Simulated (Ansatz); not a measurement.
## ⁷³Ge NMR of the central transition in Ge at a changed volume

Cell: an entry of the Crystallography Open Database (COD), relaxed with PBE at fixed cell and then changed (volume scaled by 0.94, ions relaxed).

```cif
data_Ge
_symmetry_space_group_name_H-M 'P4_32_12'
_symmetry_Int_Tables_number 96
_cell_length_a 5.8089
_cell_length_b 5.8089
_cell_length_c 6.8375
_cell_angle_alpha 90.000
_cell_angle_beta 90.000
_cell_angle_gamma 90.000
loop_
_atom_site_label
_atom_site_type_symbol
_atom_site_symmetry_multiplicity
_atom_site_Wyckoff_symbol
_atom_site_fract_x
_atom_site_fract_y
_atom_site_fract_z
Ge1 Ge 4 a 0.0933 0.0933 0.0000
Ge5 Ge 8 b 0.1739 0.3667 0.2683
```

One atom of each set is listed.

Computed with Ansatz: DFT, PBE, plane waves and PAW, scalar-relativistic, 420 eV cutoff, Γ-centred 8×8×7 k-points, Fermi–Dirac smearing 0.02 eV.

⁷³Ge has I = 9/2 and Q = -196.0 mb (Pyykkö 2018); at 35.2 T its Larmor frequency is ν₀ = 52.4 MHz. Only the quadrupole interaction is simulated: positions count from each site's isotropic chemical shift, and shift anisotropy, dipolar and J coupling are left out.

The Ge sites: Ge1 (4 atoms; 4 Ge at 2.45–2.47 Å); Ge5 (8 atoms; 4 Ge at 2.45–2.48 Å).

Fitted components of the simulated spectrum:

```csv
component,|C_Q| (MHz),η
A,19.4,0.94
B,30.8,0.89
```

Q: Which site most likely gives which component?

A: By the calculation, A is Ge1, B is Ge5. Like point charges on the first shell alone (each adding as 1/d³) would give the same order.

At this changed cell the PBE pressure is 8 GPa.
